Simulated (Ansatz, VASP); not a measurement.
**W (zigzag W chain) in two plane-wave programs**

Wanted: the spread between two codes on one cell, functional and k mesh. The structure shown is the start of the Ansatz relaxation below; VASP solves that cell, so the two are compared at the walk's first step. Other levels of theory on this material are compared in a session of their own.

Method: plane waves, with VASP 6.6.1 beside it; single point at RPBE, in Ansatz 0.2.0.

## (1) Starting point

The cell holds 2 atoms: 2 W. Cell: a = 9.000 Å, b = 7.500 Å, c = 5.435 Å, α = 90.0°, β = 90.0°, γ = 90.0°. Vacuum lies along a and b. The structure's axis is c.

## (2) Ansatz: relaxation, RPBE

Ansatz runs on its default PAW (the set named soft_2) files.

The two programs are compared at the cell with which this relaxation starts, whose forces are those of its first step.

Contents of input.yaml:

```yaml
crystal:
  lattice:
    - [9.0, 0.0, 0.0]
    - [0.0, 7.5, 0.0]
    - [0.0, 0.0, 5.4354253816]
  atoms:
    - { symbol: W, position: [0.419720363, 0.5, 0.0], spin: 2.0 }
    - { symbol: W, position: [0.580279637, 0.5, 0.5], spin: 2.0 }
magnetization:
  spin_polarized: true
kpoints:
  mp_grid: { grid: [1, 1, 15] }
scf:
  occupations: { method: fermi_dirac, width: 0.05 }
hamiltonian:
  xc: rpbe
relax:
  cell: { fix: [a, b, alpha, beta, gamma] }
  max_steps: 60
```

The run is started by

```
$ ansatz run input.yaml --threads 4 --pin off --max-ram 8192MiB --backend cpu --events-out ev --progress --plain --runs-dir out
```

Numbers of over 12 decimals in the logs are rounded to 6 here.

Log:

```text
Engine: ansatz 0.2.0, aarch64-unknown-linux-gnu
Pseudopotentials: kind: paw
Pseudopotential: W, paw, valence charge 14, recommended cutoff 420 eV (normal), W.paw.azcp
Functional definition: RPBE
  parameter kappa = 0.804
  parameter beta = 0.066725
  exchange = rpbe_x(kappa = kappa, mu = beta*pi^2/3)
  correlation = pbe_c(beta = beta)
Crystal: 2 atoms, lattice volume = 366.891 Å³
Basis set: ecut = 420 eV, 7205 PW (Γ), exchange–correlation on 128×108×80 points (8 copies of the dense FFT grid, shifted against one another)
Bands: 20, of which v1, the nominal top of the filled ones, is band 14 counted from 1 (13 counted from 0)
Symmetry: 8 space group operations
Space group: Pmma (ITA 51), of the structure as read, at distance tolerance 7.2e-5 Å
Magnetic group: BNS 51.289 (UNI 387), of the structure as read, at distance tolerance 7.2e-5 Å
k-points: 8 of 15
Non-local potential: W, projectors of the file, l = 0: 3, l = 1: 2, l = 2: 2, l = 3: 1
PAW form: soft (Blöchl's): semilocal exchange-correlation on the pseudo side does not see the compensation charge
PAW frozen core: W, regenerated for the run's functional, and the local potential with it (the file was generated under x = pbe(κ = 0.804, μ = 0.219515), c = pbe(β = 0.066725))
PAW one-centre angular grid: W, 590 points (default); XC on 64 Gauss nodes
Initial density: superposition of atomic densities (neutral atoms: chi_scale 0, normalization atom)
Starting moments: Σ|m| = 4 μB on 2 of 2 sites
Initial wavefunctions: pseudopotential atomic-orbital guess
Functional: x = rpbe, c = pbe(β = 0.066725)
SCF iter   1: F=—  HF=-20781.519478 eV  |F-HF|=—  |Δ(HF+E_count)|=         —  Δρ=1.18e-2 (↑1.05e-2 ↓1.18e-2)  dr2=1.84e0  dr2_m=2.56e-1  M=4.627 μB ∫|m|=4.627 μB  β_m=0.30  ethr=3.10e-3  ⟨swp⟩=5.8  Hψ=1483  notcnv=0
Mixer restart at iter 1: flushing history
preconditioner: auto → LDOS  [metal: Δε(μ)=0.021 eV  Ē_g=2.080 eV  σ=0.050 eV  W_gap=0.11  n_scr=34 (ndim 8)  ℏωp=6.7 eV  f_vac=0.624  D(μ)=10.46/eV (n_scr^D=72)]
spin=Collinear: LDOS preconditioning applied to the charge; magnetization (m = ρ↑ − ρ↓) channel mixes plain (no charge-response kernel on spin).
SCF iter   2: F=—  HF=-20781.408308 eV  |F-HF|=—  |Δ(HF+E_count)|=   1.11e-1  Δρ=8.77e-3 (↑8.43e-3 ↓8.77e-3)  dr2=8.46e-1  dr2_m=1.69e-1  M=4.887 μB ∫|m|=4.887 μB  β_m=0.63  ethr=3.10e-3  ⟨swp⟩=2.0  Hψ=521  notcnv=0
SCF iter   3: F=—  HF=-20781.687972 eV  |F-HF|=—  |Δ(HF+E_count)|=   2.80e-1  Δρ=4.49e-3 (↑4.49e-3 ↓3.09e-3)  dr2=4.53e-2  dr2_m=3.89e-2  M=5.696 μB ∫|m|=5.696 μB  β_m=0.81  ethr=3.02e-3  ⟨swp⟩=2.4  Hψ=521  notcnv=0
SCF iter   4: F=—  HF=-20782.544971 eV  |F-HF|=—  |Δ(HF+E_count)|=         —  Δρ=1.32e-2 (↑1.32e-2 ↓1.24e-2)  dr2=1.13e-1  dr2_m=5.41e-1  M=8.204 μB ∫|m|=8.204 μB  β_m=1.00  ethr=1.62e-4  ⟨swp⟩=7.0  Hψ=2850  notcnv=0  defer=1
Mixer restart at iter 4: flushing history
automatic band count: the SCF goes on with 24 bands, as 20 were too few: the levels above may hold too much charge
SCF iter   5: F=—  HF=-20782.237883 eV  |F-HF|=—  |Δ(HF+E_count)|=   3.07e-1  Δρ=2.04e-3 (↑2.04e-3 ↓1.21e-3)  dr2=2.80e-2  dr2_m=5.08e-3  M=8.270 μB ∫|m|=8.270 μB  β_m=0.81  ethr=1.79e-4  ⟨swp⟩=3.0  Hψ=1013  notcnv=0  defer=15
SCF iter   6: F=—  HF=-20782.246928 eV  |F-HF|=—  |Δ(HF+E_count)|=   9.05e-3  Δρ=9.98e-4 (↑9.98e-4 ↓6.54e-4)  dr2=6.79e-3  dr2_m=1.45e-3  M=8.375 μB ∫|m|=8.375 μB  β_m=0.72  ethr=1.00e-4  ⟨swp⟩=2.5  Hψ=772  notcnv=0  defer=15
SCF iter   7: F=—  HF=-20782.245894 eV  |F-HF|=—  |Δ(HF+E_count)|=   1.03e-3  Δρ=4.81e-4 (↑4.81e-4 ↓2.65e-4)  dr2=2.59e-4  dr2_m=3.94e-4  M=8.374 μB ∫|m|=8.374 μB  β_m=0.86  ethr=2.43e-5  ⟨swp⟩=3.0  Hψ=721  notcnv=0  defer=15
SCF iter   8: F=—  HF=-20782.246784 eV  |F-HF|=—  |Δ(HF+E_count)|=   8.90e-4  Δρ=7.49e-5 (↑7.49e-5 ↓5.14e-5)  dr2=4.51e-5  dr2_m=2.93e-6  M=8.394 μB ∫|m|=8.394 μB  β_m=0.81  ethr=9.26e-7  ⟨swp⟩=2.0  Hψ=749  notcnv=0  defer=15
[...]
SCF 1 converged in 11 iterations: F = -20782.246763 eV  dr2 = 8.71e-9
  greatest PAW one-centre occupation: 1.000 electrons in one spin orbital (limit 2), on the W atom at site 1 (counted from 0), in its partial waves of l = 0
[...]
Crystal: 2 atoms, lattice volume = 202.561 Å³
Basis set: ecut = 420 eV, 3913 PW (Γ), exchange–correlation on 128×108×80 points (8 copies of the dense FFT grid, shifted against one another)
[...]
preconditioner: auto → LDOS  [metal: Δε(μ)=0.094 eV  Ē_g=5.399 eV  σ=0.050 eV  W_gap=0.44  n_scr=10 (ndim 8)  ℏωp=9.0 eV  f_vac=0.603  D(μ)=2.58/eV (n_scr^D=10)]
spin=Collinear: LDOS preconditioning applied to the charge; magnetization (m = ρ↑ − ρ↓) channel mixes plain (no charge-response kernel on spin).
[...]
SCF iter   7: F=-20787.953969 eV  HF=-20787.953969 eV  |F-HF|=8.73e-11  |Δ(HF+E_count)|=  6.37e-10  Δρ=9.70e-8 (↑9.70e-8 ↓9.24e-8)  dr2=2.12e-11  dr2_m=8.37e-12  M=0.000 μB ∫|m|=0.000 μB  ethr=1.19e-12  ⟨swp⟩=1.0  Hψ=933  notcnv=0
the starting moments were not kept: the SCF closed with an absolute magnetisation of 1.3e-5 μB, where they sum to 4 μB in size (2 sites). That is at most 0.1 of that sum. Measured as dr2_m measures the in/out step, that magnetisation stands 1.0e-11 eV from none, at or under the dr2_threshold of 1.0e-7 eV: it is no larger than a step whose dr2_m would equal this threshold.
SCF 17 converged in 7 iterations: F = -20787.953969 eV  dr2 = 2.12e-11
relax step  17: F+E_penalty+E_count = -20787.95396909 eV  Δ(F+E_penalty+E_count) = -3.434e-5 eV  max|allowed force component| = 6.845e-3 eV/Å  Δτ_max = 0.0009 Å  P = -0.015 GPa  Ω = 202.561 Å³  energy of the carried Pulay correction = +7.937e-3 eV  fix = [a, b, alpha, beta, gamma]  reactions: a +0.252, b -0.296 GPa  (7 SCF iters, dr2 threshold 1.03e-7 eV, accepted)
Basis set: ecut = 420 eV, 3913 PW (Γ), exchange–correlation on 128×108×48 points (8 copies of the dense FFT grid, shifted against one another)
Initial wavefunctions: pseudopotential atomic-orbital guess (no wavefunctions were taken with the density)
iter 1 solved again at ethr=2.85e-7 eV; its pass at ethr=3.10e-3 eV (dr2=7.99e-5 eV) is discarded
SCF iter   1: F=—  HF=-20787.952267 eV  |F-HF|=—  |Δ(HF+E_count)|=         —  Δρ=8.20e-5 (↑8.20e-5 ↓8.20e-5)  dr2=7.95e-6  dr2_m=9.52e-12  M=0.000 μB ∫|m|=0.000 μB  β_m=0.65  ethr=2.85e-7  ⟨swp⟩=3.9  Hψ=2906  notcnv=0
preconditioner: auto → LDOS  [metal: Δε(μ)=0.093 eV  Ē_g=5.399 eV  σ=0.050 eV  W_gap=0.43  n_scr=10 (ndim 8)  ℏωp=9.0 eV  f_vac=0.603  D(μ)=2.59/eV (n_scr^D=10)]
spin=Collinear: LDOS preconditioning applied to the charge; magnetization (m = ρ↑ − ρ↓) channel mixes plain (no charge-response kernel on spin).
SCF iter   2: F=—  HF=-20787.952253 eV  |F-HF|=—  |Δ(HF+E_count)|=   1.41e-5  Δρ=2.80e-5 (↑2.80e-5 ↓2.80e-5)  dr2=8.30e-7  dr2_m=4.09e-12  M=0.000 μB ∫|m|=0.000 μB  β_m=0.61  ethr=2.84e-8  ⟨swp⟩=2.2  Hψ=612  notcnv=0
SCF iter   3: F=—  HF=-20787.952254 eV  |F-HF|=—  |Δ(HF+E_count)|=   1.44e-6  Δρ=3.73e-6 (↑3.72e-6 ↓3.73e-6)  dr2=3.20e-8  dr2_m=1.35e-12  M=0.000 μB ∫|m|=0.000 μB  β_m=0.73  ethr=2.96e-9  ⟨swp⟩=2.9  Hψ=604  notcnv=0
SCF iter   4: F=—  HF=-20787.952254 eV  |F-HF|=—  |Δ(HF+E_count)|=   7.80e-8  Δρ=6.04e-7 (↑5.97e-7 ↓6.04e-7)  dr2=2.22e-9  dr2_m=3.96e-13  M=0.000 μB ∫|m|=0.000 μB  β_m=0.76  ethr=1.14e-10  ⟨swp⟩=2.0  Hψ=484  notcnv=0
SCF iter   5: F=—  HF=-20787.952255 eV  |F-HF|=—  |Δ(HF+E_count)|=   6.55e-9  Δρ=1.53e-7 (↑1.53e-7 ↓1.48e-7)  dr2=2.49e-10  dr2_m=1.38e-13  M=0.000 μB ∫|m|=0.000 μB  β_m=0.73  ethr=7.92e-12  ⟨swp⟩=2.2  Hψ=560  notcnv=0
SCF iter   6: F=—  HF=-20787.952254 eV  |F-HF|=—  |Δ(HF+E_count)|=   1.56e-8  Δρ=6.41e-8 (↑6.41e-8 ↓6.18e-8)  dr2=2.12e-11  dr2_m=6.26e-14  M=0.000 μB ∫|m|=0.000 μB  β_m=0.84  ethr=1.00e-12  ⟨swp⟩=3.0  Hψ=652  notcnv=0
SCF iter   7: F=—  HF=-20787.952254 eV  |F-HF|=—  |Δ(HF+E_count)|=  8.73e-11  Δρ=2.18e-8 (↑2.18e-8 ↓2.02e-8)  dr2=3.11e-12  dr2_m=1.41e-14  M=0.000 μB ∫|m|=0.000 μB  β_m=0.87  ethr=1.00e-12  ⟨swp⟩=2.0  Hψ=404  notcnv=0
SCF iter   8: F=-20787.952254 eV  HF=-20787.952254 eV  |F-HF|=0.00e0  |Δ(HF+E_count)|=  3.64e-11  Δρ=3.78e-9 (↑3.43e-9 ↓3.78e-9)  dr2=5.46e-14  dr2_m=2.08e-15  M=0.000 μB ∫|m|=0.000 μB  ethr=1.00e-12  ⟨swp⟩=4.8  Hψ=1372  notcnv=0
the starting moments were not kept: the SCF closed with an absolute magnetisation of 2.1e-7 μB, where they sum to 4 μB in size (2 sites). That is at most 0.1 of that sum. Measured as dr2_m measures the in/out step, that magnetisation stands 2.4e-15 eV from none, at or under the dr2_threshold of 2.0e-11 eV: it is no larger than a step whose dr2_m would equal this threshold.
SCF 18 converged in 8 iterations: F = -20787.952254 eV  dr2 = 5.46e-14
relax step  18: F+E_penalty+E_count = -20787.95225449 eV  Δ(F+E_penalty+E_count) = +1.715e-3 eV  max|allowed force component| = 6.609e-3 eV/Å  Δτ_max = 0.0000 Å  P = -0.025 GPa  Ω = 202.561 Å³  fix = [a, b, alpha, beta, gamma]  reactions: a +0.245, b -0.304 GPa  stress off target by 1.49e-2 GPa on what of the cell is left free  SCF on the basis re-selected at this cell (its energy is not comparable with the rows above)  (8 SCF iters)
basis re-selected at this cell: Δ(F+E_penalty+E_count) = +1.715e-3 eV, ΔP = -0.009 GPa vs the last step (what re-selecting the basis moved, of the pressure what is left beyond the Pulay correction that the steps carried, after the strain that the cell walked since its last selection, with what the two solves' SCF thresholds leave and, on support functions, any second-order correction that the steps lacked; it is no measure of the basis error at this ecutwfc). The dense FFT grid was sized anew with the basis: this SCF ran on 64×54×24 points, the steps before it on 64×54×40, so part of this shift can come from that change (see relax.cell in the input reference). [rest of the remark cut]
SCF converged after 8 iterations
Magnetization: 0.0000 μB (14.0000 up, 14.0000 down)
Absolute magnetization: 0.0000 μB (∫|ρ↑−ρ↓|, with the PAW one-centre terms)
Spin contamination: 0.0000 ħ² per cell (⟨S²⟩ above its minimum at these occupations)
Per-site moments (μB) at R_I (Å): [(5.928498720905939e-9, 0.951396), (5.928498761179108e-9, 0.951396)]
Free energy (F): -20787.952254 eV
Harris-Foulkes:  -20787.952254 eV  (|F-HF|=0.00e0)
Internal energy: -20787.931499 eV  (E = F + TS)
E sigma→0 (E₀):  -20787.941877 eV
Entropy (-TS):   -0.020756 eV (-10.378 meV/atom)
Fermi energy:    0.474076 eV
--- Per-component energies (eV) ---
  E_band       = -764.745536
  E_kinetic    = 892.575756
  E_local      = -6552.302814  (includes V_loc(G=0)·N_el)
  E_nonlocal   = 9.904493
  E_hartree    = 2800.799623
  E_xc         = -526.606497
  E_vxc        = -466.339846  (∫ρ·V_xc dr)
  E_paw        = -17151.903988  (= ΣΔE_a)
  E_vpaw       = -250.182248  (= ΣTr[D̂ρ^β])
  E_aug_tail   = -0.000124  (compensation charges beyond the density's cutoff)
  E_ewald      = -260.362799
  E_core_change = -0.035149  (= ΣΔE_core)
  E_smearing   = -0.020756  (= −TS)
  E_closure    = 0.000000  (closes the sum)
  Σ components = -20787.952254   (vs F -20787.952254, Δ=0.00e0)
--- Forces (eV/Å), atoms counted from 1 ---
  atom   1  W      0.00660851     0.00000000     0.00000000
  atom   2  W     -0.00660851     0.00000000     0.00000000
  max |Σ_I F_I| component: 1.73e-18 eV/Å
--- Stress (GPa, compression-positive) ---
        0.244839      -0.000000       0.000000
       -0.000000      -0.303625      -0.000000
        0.000000      -0.000000      -0.014878
  P = ⅓ Tr σ = -0.0246 GPa (-0.246 kbar)
--- Relaxed structure (17 steps of the walk, 16 accepted, 1 SCFs on fresh bases) ---
  F+E_penalty+E_count = -20787.95225449 eV   max|allowed force component| = 6.609e-3 eV/Å   (the final SCF, on the basis selected at the relaxed cell)
  cell:  # Å, volume = 202.5608 Å³
    - [9.0, 0.0, 0.0]
    - [0.0, 7.5, 0.0]
    - [0.0, 0.0, 3.000901]
  atoms:
    - { symbol: W, position: [0.402687, 0.5, 0.0] }
    - { symbol: W, position: [0.597313, 0.5, 0.500000] }
```

In the SCF lines HF is the Harris–Foulkes energy and dr2 the Hartree energy of the density residual, in eV; the loop may stop once dr2 is under the threshold and the program's other checks hold. Hψ counts applications of the Hamiltonian.

(Part 1 of 2 ends here.)

[Lines on the potential files, build, host, timing and source positions are cut from VASP's logs without a mark.]

[Logs are printed without paths, hosts, clocks, repeated set-up lines and the standing remarks that a program may print on its own settings, such as how far it seeks lower states.]

[Hosts, paths, dates, database ids (printed as entryN), source tags and the programs' standing remarks are cut or masked in the printed files.]
